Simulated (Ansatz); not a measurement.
Zincblende BeS, relaxed with r2SCAN in the plane-wave code Ansatz. It is cubic, F-43m (No. 216); a = 4.869 Å in the conventional setting, 14.43 Å³ an atom. Be has 4 S at 2.11 Å; S has 4 Be at 2.11 Å.

The axes x, y and z are those of this cell:
```
Be S
1.0
     0.00000    2.43431    2.43431
     2.43431    0.00000    2.43431
     2.43431    2.43431    0.00000
Be S
1 1
Direct
  0.00000 0.00000 0.00000
  0.25000 0.25000 0.25000
```

Unstrained: PBE gives an indirect gap of 3.135 eV, from Γ to X; the least direct gap is 5.617 eV at Γ–K (0.10 of the way from Γ). With r2SCAN the valence top lies at Γ and the conduction bottom at X, 3.589 eV higher; the smallest vertical gap, at Γ, is 6.234 eV. HSE06 gives an indirect gap of 4.085 eV, from Γ to X; the least direct gap is 6.804 eV at Γ–K (0.10 of the way from Γ). Meshes: PBE 10×10×10, r2SCAN 10×10×10, HSE06 6×6×6. Strains are changes of length per length. After each strain the atoms were relaxed again with r2SCAN within the symmetry that the strain leaves, so tilts or polar shifts that break it weren't tested; points keep the names that they have in the unstrained zone. (Simulation; spin polarisation is off.)

**Question.** One strain changed the r2SCAN stress by xx -11.80, yy -11.80, zz -11.80 GPa (compression positive) and the gap by +0.298 eV (PBE), +0.296 eV (r2SCAN), +0.302 eV (HSE06). Which kind of strain was it, and roughly how large?

**Answer.** Isotropic +5.67 % on every length. The pattern of the stress gives the kind; the size needs the stiffness, so it is an estimate.

**Question.** Apply epitaxial -2.04 % in the xy plane, free normal strain +1.54 %. How far does the gap move, against the unstrained cell?

**Answer.** PBE: the gap goes from 3.135 to 2.916 eV (-0.219 eV); with r2SCAN the top three valence levels at Γ, degenerate before, become 2+1 from the top over 217 meV. r2SCAN: the gap goes from 3.589 to 3.364 eV (-0.225 eV). HSE06: the gap goes from 4.085 to 3.858 eV (-0.227 eV). The r2SCAN energy rises by 7.0 meV an atom.

**Question.** One strain changed the r2SCAN stress by xx +1.75, yy +0.70, zz +0.70 GPa (compression positive) and the gap by -0.114 eV (PBE), -0.118 eV (r2SCAN), -0.118 eV (HSE06). Which kind of strain was it, and roughly how large?

**Answer.** Uniaxial -1.05 % along x, other directions held. The pattern of the stress gives the kind; the size needs the stiffness, so it is an estimate.

The meshes of the hybrids are coarse, so their gaps aren't converged to the digits shown.

The splittings at Γ are without spin-orbit coupling, which regroups them where it is of like size or larger.
